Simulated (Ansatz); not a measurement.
**Stability checks on a candidate for AlNi**

It was relaxed at this level from a Materials Project cell.

These are results of DFT PBE, scalar-relativistic, plane waves, PAW (Ansatz 0.2.0), not measurements. Plane waves to 420 eV, a 20×20×18 mesh through Γ for the 2-atom cell and 0.10 eV Gaussian smearing; no spin polarisation.

```xyz
2
Lattice="2.8929 0.0000 0.0000 0.0000 2.8929 0.0000 0.0000 0.0000 2.8929" Properties=species:S:1:pos:R:3 pbc="T T T"
Al    0.0000    0.0000    0.0000
Ni    1.4465    1.4465    1.4465
```

The zero of energy is the elements' standard structures at the same level; no fitted shifts are applied.

Q: These tests were run: energy against the elements; random kick, then relaxation without symmetry; phonons at Γ; elastic tensor. What do they show?

A:

```csv
test,result
energy against the elements,−0.65 eV/atom
"random kick, then relaxation without symmetry",returns
phonons at Γ,lowest optical mode 288 cm⁻¹
elastic tensor,least eigenvalue 67 GPa
```

It fails none of these tests. Competing phases weren't compared here. Phonons away from Γ weren't computed.

Trial moments died out on the coarse mesh, so the last step has no spin; another magnetic start might hold. The kick test ran on a coarse mesh. The run for the phonons used a 20×20×20 k mesh and Fermi–Dirac smearing of 0.15 eV. The run for the elastic tensor used a 20×20×20 k mesh and Fermi–Dirac smearing of 0.15 eV.
